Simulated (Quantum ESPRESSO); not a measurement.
**Ca under changes of volume**

One of the cells (43.632 Å³/atom); the others are scaled copies at fixed shape and fractional positions:

```
Ca
1.0
     0.00000    2.79420    2.79420
     2.79420    0.00000    2.79420
     2.79420    2.79420    0.00000
Ca
1
Direct
  0.00000 0.00000 0.00000
```

* Program: Quantum ESPRESSO 7.5
* Functional: r2SCAN
* Potentials or basis: SG15 PBE 1.2
* Cutoff: 925 eV
* Density cutoff: 3701 eV
* k mesh: 6 × 6 × 6
* Occupations: fermi-dirac, width 0.05 eV
* Spin: no spin polarisation

```tsv
volume (Å³/atom)	energy over the lowest point (meV/atom)	pressure (GPa)
41.014	4.73	0.9
41.886	1.32	0.5
42.759	0.00	0.1
43.632	0.59	-0.2
44.504	2.94	-0.6
45.377	?	?
46.250	12.39	-1.1
```

**Question.** What does the run at 45.377 Å³/atom give?

**Answer.** Energy over the lowest point 6.91 meV/atom; pressure -0.9 GPa.

Worked out: A Birch-Murnaghan fit of order 3 (a polynomial in V^(-2/3)) to the other rows has its minimum at 42.92 Å³/atom with B0 = V·E''(V) = 17.0 GPa and B' = 3.1. It gives 6.92 meV/atom at 45.377 Å³/atom, against the run's 6.91, and -dE/dV = -0.9 GPa, against -0.9.

Energies are extrapolated to zero smearing.

Caveats: the potentials were made for another functional, which shifts forces and pressure.
